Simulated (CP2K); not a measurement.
The system is Os.

```xyz
1
Lattice="2.7506 0.0000 0.0000 1.3753 2.3821 0.0000 1.3753 0.7940 2.2459" Properties=species:S:1:pos:R:3 pbc="T T T"
Os    0.0000    0.0000    0.0000
```

This isn't the form of Os at room conditions, which is hcp.

- Program: CP2K 2026.2
- Task: single point
- Functional: PBE
- Potentials or basis: POTENTIAL_UZH Os GTH-PBE-q16; TZVP-MOLOPT-PBE-GTH basis
- Density cutoff: 6123 eV
- k mesh: 12 × 12 × 12
- Occupations: fermi-dirac, width 0.05 eV
- Spin: no spin polarisation

On this cell: pressure -11.6 GPa; band gap on the k mesh none (metal or under the smearing width).

The same run follows on a disturbed copy (cell strained at random at fixed volume):

```
Os
1.0
     2.75206    0.00000    0.00000
     1.41875    2.35529    0.00000
     1.42345    0.75614    2.27032
Os
1
Direct
  0.98977 0.99974 0.99869
```

**Question.** What changes?

**Answer.** The energy (extrapolated to zero smearing) moves by +15.3 meV/atom; pressure -11.2 GPa; band gap on the k mesh none (metal or under the smearing width).

Stress tensor (GPa, compression positive):
```
-10.30  -6.08  -4.42
 -6.08  -5.30   1.91
 -4.42   1.91 -18.05
```

Caveats: the basis of atomic orbitals isn't converged, which shifts pressures, moduli and gaps.
